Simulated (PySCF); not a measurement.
Can point charges reproduce the dipole moment of `CC(C)(C)O`?

Coordinates (GFN2-xTB, Å) and charges (e) from the PBE0/pcSseg-1 density (PySCF):

| atom | x | y | z | Mulliken | IAO | Hirshfeld | ESP-fitted |
| --- | --- | --- | --- | --- | --- | --- | --- |
| C1 | -0.730 | -1.246 | 0.042 | -0.1829 | -0.4356 | -0.1295 | -0.6297 |
| C2 | 0.049 | 0.059 | 0.243 | -0.2285 | +0.2522 | +0.0935 | +0.8330 |
| C3 | -0.608 | 1.189 | -0.560 | -0.1830 | -0.4358 | -0.1296 | -0.6250 |
| C4 | 1.506 | -0.121 | -0.183 | -0.1724 | -0.4220 | -0.1243 | -0.5594 |
| O5 | 0.083 | 0.399 | 1.622 | -0.4246 | -0.5576 | -0.2240 | -0.7069 |
| H6 | -1.768 | -1.123 | 0.347 | +0.0957 | +0.1302 | +0.0356 | +0.1328 |
| H7 | -0.708 | -1.543 | -1.002 | +0.1030 | +0.1393 | +0.0414 | +0.1536 |
| H8 | -0.286 | -2.037 | 0.642 | +0.1170 | +0.1448 | +0.0393 | +0.1474 |
| H9 | -1.648 | 1.314 | -0.264 | +0.0957 | +0.1302 | +0.0356 | +0.1322 |
| H10 | -0.082 | 2.124 | -0.381 | +0.1172 | +0.1449 | +0.0392 | +0.1446 |
| H11 | -0.576 | 0.967 | -1.623 | +0.1031 | +0.1393 | +0.0415 | +0.1542 |
| H12 | 1.565 | -0.386 | -1.234 | +0.1033 | +0.1370 | +0.0414 | +0.1232 |
| H13 | 1.964 | -0.907 | 0.411 | +0.1160 | +0.1459 | +0.0409 | +0.1500 |
| H14 | 2.055 | 0.800 | -0.012 | +0.1161 | +0.1459 | +0.0409 | +0.1501 |
| H15 | -0.821 | 0.522 | 1.931 | +0.2243 | +0.3413 | +0.1577 | +0.3998 |

**Question.** Compute μ = Σ q r for each scheme (1 e·Å = 4.803 D) and compare with the dipole of the full density.

**Answer.** The full density gives (-1.25, -0.16, -0.90) D, 1.55 D in size; dipole vectors point from the negative to the positive end.

```tsv
scheme	μx	μy	μz	size (D)	share of the full size (%)	angle to the full dipole (°)
Mulliken	-0.58	-0.56	-2.39	2.52	163	41
IAO	-1.17	-0.31	-1.48	1.91	123	16
Hirshfeld	-0.56	-0.06	-0.37	0.68	44	3
ESP-fitted	-1.24	-0.17	-0.92	1.55	100	1
```

**Question.** Which set comes closest?

**Answer.** Length of the difference vector: ESP-fitted 0.03 D, IAO 0.61 D, Hirshfeld 0.87 D, Mulliken 1.69 D. Closest: ESP-fitted. ESP charges are fitted to the potential around the molecule, whose slowest-falling term is the dipole's. 

**Question.** What is left for the Hirshfeld atoms' own dipoles?

**Answer.** The shares of the density sum to the whole, so what Σ q r misses lies in dipoles about the nuclei. The atomic dipoles sum to (-1.25, -0.16, -0.90) − (-0.56, -0.06, -0.37) = (-0.69, -0.10, -0.53) D, 0.87 D in size.

**Question.** With the origin at the mean of the coordinates, (0.000, 0.001, -0.001) Å, which are the largest single terms, by size, of the Mulliken dipole along the direction of the full one?

**Answer.** O5 +2.14, H14 -0.97, H13 -0.97, C4 +0.91, H7 +0.65 D; all 15 atoms together +1.91 D. The single terms depend on the origin, their sum doesn't.

**Question.** Give the size of the full dipole in other units.

**Answer.** 1.55 D = 0.610 au = 0.323 e·Å = 5.17 × 10⁻³⁰ C·m.

Isolated species at its GFN2-xTB geometry, gas phase.

The run behind these numbers computed NMR shieldings as well. Rough CPU time on one thread of a shared machine: about 11 s.

The values belong to the conformer `[CH3:1][C:2]([CH3:3])([CH3:4])[OH:5]`: H–O5–C2–C1 -61°.
